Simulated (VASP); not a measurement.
Runs of VASP 6.6.1 on Ca. It takes space group Im-3m (No. 229, cubic). Conventional cell: a = 4.480 Å, b = 4.480 Å, c = 4.480 Å, α = 90.00°, β = 90.00°, γ = 90.00°. Ca (site symmetry m-3m) has 8 Ca at 3.88 Å as nearest neighbours. This isn't the form of Ca at room conditions, which is fcc.

```csv
cell,gap on the mesh (eV),pressure (GPa)
"Im-3m, 44.96 Å³/atom",none,-0.5
"Im-3m, 43.83 Å³/atom",none,(a)
"Im-3m, 42.71 Å³/atom",none,0.4
"Im-3m, 47.21 Å³/atom",none,-1.2
```

Alike in all rows: task single point; level r2SCAN; potentials or basis VASP PAW PBE potentials, release 64 (Ca_sv); no spin polarisation; k mesh 7 × 7 × 7; cutoff (eV) 520; smearing methfessel-paxton 0.15 eV.

Q: Fill in the values left out.

A: (a) -0.1.

Caveats: the PAW data sets were made with another functional, which shifts forces and pressure a little.

A gap of «none» marks a metal or a gap under the smearing width.
